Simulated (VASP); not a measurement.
Here is a VASP 6.6.1 calculation.

INCAR

```
SYSTEM = Al
ALGO = Normal
EDIFF = 1E-6
ENCUT = 520
ISIF = 2
ISMEAR = -1
LASPH = .TRUE.
LCHARG = .FALSE.
LREAL = .FALSE.
LWAVE = .FALSE.
NBANDS = 10
NELM = 60
PREC = Accurate
SIGMA = 0.03
```

KPOINTS

```
k-points
0
G
  18 18 10
  0 0 0
```

Contents of POSCAR:

```
Al
1.0
    2.8717451011      0.0000000000      0.0000000000
   -1.4358725505      2.4870042108      0.0000000000
    0.0000000000      0.0000000000      4.6586341472
Al
2
Direct
    0.3333333333      0.6666666667      0.2500000000
    0.6666666667      0.3333333333      0.7500000000
```

Potentials or basis: VASP PAW LDA potentials, release 64 (Al).

The run is started by

```console
$ cat potpaw_LDA.64/Al/POTCAR > POTCAR
$ mpirun -np 1 vasp_std > vasp.out
```

(1) Predict the band gap on the k mesh.

(2) Estimate the pressure.

Answers

(1) none (metal or under the smearing width).

(2) -3.1 GPa.
